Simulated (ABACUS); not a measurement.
Ge: equation of state with BP86

Ge:

```
Ge
1.0
    -2.57449    2.57449    1.39741
     2.57449   -2.57449    1.39741
     2.57449    2.57449   -1.39741
Ge
2
Cartesian
  0.0000 0.0000 1.3974
  2.5745 0.0000 0.6987
```

This isn't the form of Ge at room conditions, which is diamond.

```
Program             : ABACUS 3.10.1
Task                : equation of state
Functional          : BP86
Potentials or basis : GBRV ultrasoft 1.5 PBE
Cutoff              : 544 eV
Density cutoff      : 4354 eV
Basis               : plane waves
k mesh              : 9 × 9 × 9
Occupations         : fermi-dirac, width 0.05 eV
Spin                : no spin polarisation
```

| Quantity | Value |
| --- | --- |
| Equilibrium volume | 19.65 Å³/atom (rough: see the caveat) |
| Bulk modulus at fixed shape and positions | 63 GPa (rough) |

Energy against volume, from the lowest point:
```tsv
volume (Å³/atom)	energy (meV/atom)
17.413	63.14
17.783	42.21
18.154	26.05
18.524	14.19
18.895	6.13
19.265	1.52
19.636	0.00
```

All runs of the series together: 81 s on 4 threads of Intel(R) Xeon(R) Platinum 8375C CPU @ 2.90GHz (Ice Lake) (shared host).

Caveat: the minimum lies outside the volumes run; the cell was scaled at fixed shape and fractional positions, which overstates the stiffness of a crystal with free parameters, most of all of layers and chains; the potentials were made for another functional, which shifts forces and pressure.
